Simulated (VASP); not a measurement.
# VASP 6.6.1, r²SCAN single-point calculation, LiBr (strained rocksalt)

INCAR

```
LCHARG = .FALSE.
ISIF = 2
ALGO = Normal
NELM = 120
METAGGA = R2SCAN
IBRION = -1
NBANDS = 12
LWAVE = .FALSE.
ISMEAR = 0
SIGMA = 0.01
NSW = 0
EDIFF = 1E-7
LASPH = .TRUE.
LREAL = .FALSE.
PREC = Accurate
ENCUT = 520
```

KPOINTS

```
KPOINTS created by Atomic Simulation Environment
0
Gamma
8 8 8
0 0 0
```

KPOINTS_OPT

```
special points
7
Reciprocal
0.0000000000 0.0000000000 0.0000000000 1
0.5000000000 0.0000000000 0.5000000000 1
0.6250000000 0.2500000000 0.6250000000 1
0.3750000000 0.3750000000 0.7500000000 1
0.5000000000 0.5000000000 0.5000000000 1
0.5000000000 0.2500000000 0.7500000000 1
0.0677080000 0.0677080000 0.1354170000 1
```

POSCAR

```
Li Br
 1.0000000000000000
     0.0342445630749999    2.7395650467750001    2.7395650467746875
     2.7395650467750001    0.0342445630749999    2.7395650467746875
     2.7738096097999998    2.7738096097999998   -0.0000000000506251
 Li  Br
   1   1
Cartesian
  0.0000000000000000  0.0000000000000000  0.0000000000000000
  2.7738096098250007  2.7738096098250007  2.7395650467493748
```

VASP ran with the recommended PBE PAW datasets (10 valence electrons in the cell).

Command

```
mpirun -np 1 vasp_std
```

OSZICAR

```
N       E                     dE             d eps       ncg     rms          rms(c)
DAV:   1     0.303624389235E+02    0.30362E+02   -0.38945E+03  2280   0.770E+02
DAV:   2    -0.179534541536E+02   -0.48316E+02   -0.45741E+02  2968   0.142E+02
DAV:   3    -0.207318568248E+02   -0.27784E+01   -0.27701E+01  3052   0.353E+01
DAV:   4    -0.207943930343E+02   -0.62536E-01   -0.62516E-01  3120   0.535E+00
DAV:   5    -0.207952399855E+02   -0.84695E-03   -0.84694E-03  3024   0.516E-01    0.178E+00
DAV:   6    -0.191531603249E+02    0.16421E+01   -0.38817E-01  3008   0.434E+00    0.147E+00
DAV:   7    -0.191547340590E+02   -0.15737E-02   -0.17303E-01  2368   0.245E+00    0.402E-01
DAV:   8    -0.191513997691E+02    0.33343E-02   -0.41915E-02  2520   0.109E+00    0.430E-01
DAV:   9    -0.191501620142E+02    0.12378E-02   -0.40270E-03  2620   0.504E-01    0.409E-02
DAV:  10    -0.191499394192E+02    0.22259E-03   -0.64593E-04  2964   0.189E-01    0.418E-02
DAV:  11    -0.191503130919E+02   -0.37367E-03   -0.14458E-04  2548   0.101E-01    0.316E-02
DAV:  12    -0.191501668219E+02    0.14627E-03   -0.28040E-05  2576   0.391E-02    0.473E-03
DAV:  13    -0.191501631290E+02    0.36929E-05   -0.44401E-07  2892   0.571E-03    0.306E-03
DAV:  14    -0.191501840901E+02   -0.20961E-04   -0.29793E-07  2524   0.460E-03    0.150E-03
DAV:  15    -0.191501851428E+02   -0.10527E-05   -0.38276E-09  1580   0.587E-04    0.665E-04
DAV:  16    -0.191501858469E+02   -0.70412E-06   -0.29536E-09  1400   0.382E-04    0.251E-05
DAV:  17    -0.191501861423E+02   -0.29544E-06   -0.24498E-10  1308   0.126E-04    0.409E-05
DAV:  18    -0.191501860468E+02    0.95480E-07   -0.50653E-11  1308   0.640E-05
   1 F= -.19150186E+02 E0= -.19150186E+02  d E =-.118618E-25
       N       E                     dE             ncg
DAV:   1     0.778280414140E+03   -0.23356E+04      168
DAV:   2     0.442505238764E+03   -0.33578E+03      208
DAV:   3     0.427028244544E+03   -0.15477E+02      224
DAV:   4     0.426661858036E+03   -0.36639E+00      236
DAV:   5     0.426658805426E+03   -0.30526E-02      220
DAV:   6     0.426658765509E+03   -0.39917E-04      236
DAV:   7     0.426658765276E+03   -0.23294E-06      220
DAV:   8     0.426658765272E+03   -0.38896E-08      196
```

From OUTCAR

```
k-points           NKPTS =     95   k-points in BZ     NKDIM =     95   number of bands    NBANDS=     12

   NELECT =      10.0000    total number of electrons

   dimension x,y,z NGX =    30 NGY =   30 NGZ =   30
   dimension x,y,z NGXF=    60 NGYF=   60 NGZF=   60

  energy-cutoff  :      520.00
  volume of cell :       41.12
      direct lattice vectors                 reciprocal lattice vectors
     0.034244563  2.739565047  2.739565047    -0.184820986  0.184820986  0.182510724
     2.739565047  0.034244563  2.739565047     0.184820986 -0.184820986  0.182510724
     2.773809610  2.773809610 -0.000000000     0.180257505  0.180257505 -0.182510724

 k-points in reciprocal lattice and weights: KPOINTS created by Atomic Simulation Env
   0.00000000  0.00000000  0.00000000       0.002
   0.12500000  0.00000000  0.00000000       0.008
   0.25000000  0.00000000  0.00000000       0.008
   0.37500000 -0.00000000  0.00000000       0.008
   0.50000000  0.00000000  0.00000000       0.004
   0.12500000  0.12500000 -0.00000000       0.004
   0.25000000  0.12500000 -0.00000000       0.008
   0.37500000  0.12500000 -0.00000000       0.008
   ...

 E-fermi :   0.1705

 k-point     1 :       0.0000    0.0000    0.0000
  band No.  band energies     occupation
      1     -45.7083      2.00000
      2     -13.9248      2.00000
      3      -0.0621      2.00000
      4       0.0157      2.00000
      5       0.1010      2.00000
      6       5.9465      0.00000
      7      11.0454      0.00000
      8      11.2471      0.00000
      9      11.4455      0.00000
     10      13.5008      0.00000
     11      13.5156      0.00000
     12      13.5661      0.00000

 k-point     2 :       0.1250    0.0000    0.0000
  band No.  band energies     occupation
      1     -45.7082      2.00000
      2     -13.8544      2.00000
      3      -0.5131      2.00000
      4      -0.1062      2.00000
      5      -0.0065      2.00000
      6       6.4489      0.00000
      7      10.6366      0.00000
      8      11.0153      0.00000
      9      11.2125      0.00000
     10      12.1950      0.00000
     11      12.3358      0.00000
     12      13.8375      0.00000

 k-point     3 :       0.2500    0.0000    0.0000
  band No.  band energies     occupation
      1     -45.7078      2.00000
      2     -13.6757      2.00000
      3      -1.6380      2.00000
      4      -0.2064      2.00000
      5      -0.1263      2.00000
      6       6.8418      0.00000
      7       9.9241      0.00000
      8      10.0491      0.00000
      9      10.7412      0.00000
     10      13.0353      0.00000
     11      13.3072      0.00000
     12      14.1880      0.00000

 k-point     4 :       0.3750   -0.0000    0.0000
  band No.  band energies     occupation
      1     -45.7074      2.00000
      2     -13.4829      2.00000
      3      -2.5631      2.00000
      4      -0.2985      2.00000
      5      -0.2357      2.00000
      6       6.5365      0.00000
      7       9.0541      0.00000
      8       9.1945      0.00000
      9      12.2437      0.00000
     10      14.6184      0.00000
     11      14.8786      0.00000
     12      15.2071      0.00000

 k-point     5 :       0.5000    0.0000    0.0000
  band No.  band energies     occupation
      1     -45.7072      2.00000
      2     -13.3982      2.00000
      3      -2.9128      2.00000
      4      -0.3345      2.00000
      5      -0.2787      2.00000
      6       6.3532      0.00000
      7       8.7535      0.00000
      8       8.9013      0.00000
      9      13.2042      0.00000
     10      15.1422      0.00000
     11      16.5792      0.00000
     12      16.8449      0.00000

 k-point     6 :       0.1250    0.1250   -0.0000
  band No.  band energies     occupation
      1     -45.7081      2.00000
      2     -13.8337      2.00000
      3      -0.5032      2.00000
      4      -0.2682      2.00000
      5      -0.0906      2.00000
      6       6.7315      0.00000
      7      10.2503      0.00000
      8      10.7344      0.00000
      9      11.2725      0.00000
     10      11.5607      0.00000
     11      14.2338      0.00000
     12      14.3197      0.00000

 k-point     7 :       0.2500    0.1250   -0.0000
  band No.  band energies     occupation
      1     -45.7078      2.00000
      2     -13.6918      2.00000
      3      -1.3336      2.00000
      4      -0.4453      2.00000
      5      -0.2412      2.00000
      6       7.4338      0.00000
      7       9.5555      0.00000
      8       9.8858      0.00000
      9      10.9680      0.00000
     10      12.2478      0.00000
     11      14.0352      0.00000
     12      15.0704      0.00000

 k-point     8 :       0.3750    0.1250   -0.0000
  band No.  band energies     occupation
      1     -45.7074      2.00000
      2     -13.5000      2.00000
      3      -2.2589      2.00000
      4      -0.5364      2.00000
      5      -0.4733      2.00000
      6       7.2906      0.00000
      7       8.9270      0.00000
      8       9.9883      0.00000
      9      10.9505      0.00000
     10      13.6085      0.00000
     11      15.5515      0.00000
     12      15.7209      0.00000

 k-point     9 :       0.5000    0.1250   -0.0000
  band No.  band energies     occupation
      1     -45.7072      2.00000
      2     -13.3725      2.00000
      3      -2.7736      2.00000
      4      -0.6954      2.00000
      5      -0.4966      2.00000
      6       6.9807      0.00000
      7       8.7851      0.00000
      8       9.2760      0.00000
      9      12.5174      0.00000
     10      14.7502      0.00000
     11      16.7024      0.00000
     12      16.7714      0.00000

 k-point    10 :      -0.3750    0.1250    0.0000
  band No.  band energies     occupation
      1     -45.7072      2.00000
      2     -13.3975      2.00000
      3      -2.6682      2.00000
      4      -0.7880      2.00000
      5      -0.3477      2.00000
      6       7.0067      0.00000
      7       9.0682      0.00000
      8       9.1088      0.00000
      9      12.1261      0.00000
     10      14.6709      0.00000
     11      15.1651      0.00000
     12      17.2638      0.00000

 k-point    11 :      -0.2500    0.1250    0.0000
  band No.  band energies     occupation
      1     -45.7075      2.00000
      2     -13.5568      2.00000
      3      -1.9921      2.00000
      4      -0.6931      2.00000
      5      -0.1681      2.00000
      6       7.2801      0.00000
      7       9.4319      0.00000
      8       9.7251      0.00000
      9      10.6674      0.00000
     10      12.7842      0.00000
     11      14.7090      0.00000
     12      15.8522      0.00000

 k-point    12 :      -0.1250    0.1250    0.0000
  band No.  band energies     occupation
      1     -45.7079      2.00000
      2     -13.7443      2.00000
      3      -1.0842      2.00000
      4      -0.3935      2.00000
      5      -0.0640      2.00000
      6       7.0370      0.00000
      7      10.0153      0.00000
      8      10.3515      0.00000
      9      10.7779      0.00000
     10      11.6631      0.00000
     11      13.8759      0.00000
     12      14.2349      0.00000

 k-point    13 :       0.2500    0.2500   -0.0000
  band No.  band energies     occupation
      1     -45.7076      2.00000
      2     -13.5970      2.00000
      3      -1.5814      2.00000
      4      -0.7191      2.00000
      5      -0.5140      2.00000
      6       8.1348      0.00000
      7       8.9269      0.00000
      8       9.2722      0.00000
      9      11.9912      0.00000
     10      12.1403      0.00000
     11      14.9714      0.00000
     12      16.4438      0.00000

 k-point    14 :       0.3750    0.2500   -0.0000
  band No.  band energies     occupation
      1     -45.7073      2.00000
      2     -13.4390      2.00000
      3      -2.1813      2.00000
      4      -0.8768      2.00000
      5      -0.8381      2.00000
      6       7.8232      0.00000
      7       8.8836      0.00000
      8       9.7999      0.00000
      9      11.6193      0.00000
     10      13.1170      0.00000
     11      16.1590      0.00000
     12      17.6207      0.00000

 k-point    15 :       0.5000    0.2500   -0.0000
  band No.  band energies     occupation
      1     -45.7070      2.00000
      2     -13.3083      2.00000
      3      -2.5435      2.00000
      4      -1.3271      2.00000
      5      -0.8474      2.00000
      6       7.5140      0.00000
      7       9.3190      0.00000
      8      10.6633      0.00000
      9      10.7918      0.00000
     10      14.0426      0.00000
     11      17.1198      0.00000
     12      17.6326      0.00000

 ...

  Total       -0.0822699     -0.0822699     -0.0843748     -0.1325677      0.0000000      0.0000000
  in kB       -3.2058614     -3.2058614     -3.2878825     -5.1658464      0.0000000      0.0000000
  external PRESSURE =      -3.2332018 kB  Pullay stress =       0.0000000 kB

 POSITION                                       TOTAL-FORCE (eV/Angst)
 -----------------------------------------------------------------------------------
      0.00000      0.00000      0.00000        -0.000000     -0.000000     -0.000000
      2.77381      2.77381      2.73957         0.000000      0.000000      0.000000
 -----------------------------------------------------------------------------------
    total drift:                               -0.000000     -0.000000      0.000000

  FREE ENERGIE OF THE ION-ELECTRON SYSTEM (eV)
  ---------------------------------------------------
  free  energy   TOTEN  =       -19.1501860468 eV

  energy  without entropy=      -19.1501860468  energy(sigma->0) =      -19.15018605
```

```yaml
gap_between_bands_v_and_c: 5.85 eV
least_direct_gap: 5.85 eV
pressure: -0.3 GPa
```

Band v is the last that the valence electrons fill when counted band by band, and c is the next.

The run took about 2.9 min on one core of a shared host (Intel Xeon Platinum 8488C) and held 0.21 GiB at most.
